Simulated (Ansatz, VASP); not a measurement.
Mg in VASP and in Ansatz

```
Mg
1.0
     2.63441    0.00000    0.00000
    -1.31721    2.28147    0.00000
     0.00000    0.00000    2.47869
Mg
1
Direct
  0.00000 0.00000 0.00000
```

Change from the starting cell: volume scaled by 0.58, LAPW.

Alike in both runs: task single point; functional PBE; k mesh 14 × 14 × 13; occupations fermi-dirac, width 0.1 eV; no spin polarisation.

|  | VASP | Ansatz |
| --- | --- | --- |
| version | VASP 6.6.1 | Ansatz 0.2.0 |
| potentials or method | VASP PAW PBE potentials, release 64 (Mg), cutoff 520 eV | all-electron LAPW, scalar-relativistic |

```csv
,VASP,Ansatz,Ansatz less VASP
pressure (GPa),40.7,40.3,-0.37
largest component of the traceless stress (GPa),0.05,0.14,+0.097
```

Ansatz ran all-electron here, so the differences hold the error of VASP's frozen core and of both bases.

Caveats: so large a pressure means that the cell lies far from this level's equilibrium, or that cutoff or potentials fall short (VASP).
